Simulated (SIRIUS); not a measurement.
CuO (Tenorite) under changes of volume

One of the cells (10.163 Å³/atom); the others are scaled copies at fixed shape and fractional positions:

```
CELL_PARAMETERS angstrom
2.34465 -1.71340 0.00000
2.34465 1.71340 0.00000
-0.86055 0.00000 5.05944
ATOMIC_POSITIONS crystal
Cu 0.49680 0.00320 0.50000
Cu 0.00320 0.49680 0.00000
O 0.40560 0.57140 0.75370
O 0.57140 0.40560 0.25370
```

| Property | Result |
| --- | --- |
| Program | SIRIUS 7.12.0 |
| Functional | PBEsol |
| Potentials or basis | PseudoDojo 0.4.1 PBEsol standard (scalar relativistic) |
| Cutoff | 1254 eV |
| Density cutoff | 5016 eV |
| k mesh | 10 × 10 × 5 |
| Occupations | fermi-dirac, width 0.05 eV |
| Spin | no spin polarisation |

```csv
volume (Å³/atom),energy over the lowest point (meV/atom),pressure (GPa),largest force (eV/Å)
9.553,12.39,9.4,0.917
9.756,3.44,4.8,0.845
9.959,0.00,0.7,0.780
10.163,?,?,?
10.366,7.33,-6.2,0.758
10.569,17.09,-9.1,0.757
10.772,30.31,-11.7,0.761
```

Q: What does the run at 10.163 Å³/atom give?

A: Energy over the lowest point 1.48 meV/atom; pressure -3.0 GPa; largest force 0.765 eV/Å.

Worked out: A Birch-Murnaghan fit of order 3 (a polynomial in V^(-2/3)) to the other rows has its minimum at 10.00 Å³/atom with B0 = V·E''(V) = 186 GPa and B' = 4.7 at fixed shape and positions, which overstates the stiffness. It gives 1.48 meV/atom at 10.163 Å³/atom, against the run's 1.48, and -dE/dV = -3.0 GPa, against -3.0.

Energies are extrapolated to zero smearing.

Caveats: the run has no spin polarisation, though such a crystal can be magnetic.
